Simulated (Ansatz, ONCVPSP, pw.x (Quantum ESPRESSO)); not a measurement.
Equation-of-state test of one ONCV potential (Ca)

Ca, optimised norm-conserving Vanderbilt (ONCV), made with ONCVPSP 4.0.1.1 (patched build) (PBE, scalar-relativistic). Core [Ne] 3s2, reference 3p6 4s0.5 (charge +1.5). Waves: 4s: rc 2.90 bohr, ncon 4, nbas 8, qcut 1.8 1/bohr, 2 projectors, debl 2.4 Ha; 3p: rc 1.55 bohr, ncon 5, nbas 9, qcut 8.2 1/bohr, 2 projectors, debl 3.7 Ha; d scattering state at 0.08 Ha: rc 3.10 bohr, ncon 4, nbas 8, qcut 2.8 1/bohr, 2 projectors, debl 3.6 Ha. Local part: polynomial inside 1.40 bohr (lpopt 2, dvloc0 2 Ha). Core correction: none.

In the d channel the program set the typed energies aside and used -0.441, 3.159 Ha.

Atomic tests: cutoffs needed: 14 Ha and 25 Ha (the cutoffs (Ha) at which the residual kinetic energy of the hardest occupied pseudo-wave falls to 1 and 0.1 mHa per electron); ghost test: no bound ghost flagged; GHOST(+) flagged for s at 52.0 eV; largest excitation error: -251 meV (all-electron minus pseudo) for 3p5 4s2, out of 4 test configurations.

Crystal test: bcc Ca in pw.x 7.5, no spin, 11³ k-points, Fermi–Dirac smearing 0.01 Ry, cutoffs 60/240 Ry. The reference is all-electron LAPW (Ansatz 0.2.0) with the same functional, mesh and smearing; V0 and B0 come from Birch–Murnaghan fits to the pressures at five volumes. Errors are pseudo minus all-electron; Δ is the rms difference of the E(V) curves that follow from these fits, minima aligned, over ±6 % about the mean V0. Mesh and smearing are coarse, so the numbers serve the comparison and aren't converged zero-temperature values; the lattice is a test structure that the element need not adopt.

All-electron: a0 = 4.386 Å (V0 = 42.19 Å³/atom), B0 = 17.2 GPa.

How far does the potential miss the all-electron equation of state?

mean pressure error (GPa): +1.83. The pressure does not cross zero within the volumes sampled, so no fit is given. This is a poor potential for the solid.

| V (Å³/atom) | P all-electron (GPa) | P pseudo (GPa) |
| --- | --- | --- |
| 40.073 | 0.96 | 3.12 |
| 41.127 | 0.46 | 2.43 |
| 42.182 | 0.00 | 1.81 |
| 43.237 | -0.40 | 1.26 |
| 44.291 | -0.77 | 0.75 |

At the middle volume, how do free energy and pressure move when the wave cutoff is lowered (ecutrho kept at four times it)?

| cutoff (Ry) | shift of F (meV/atom) | shift of P (GPa) |
| --- | --- | --- |
| 27 | +263.5 | -4.16 |
| 36 | +111.2 | +0.38 |
| 48 | +25.2 | -0.42 |

The run at the middle volume (56 k-points, 9 iterations) took about 36 s on one core of a shared host (Neoverse-N1, 64 threads, 124 GiB, load 59).
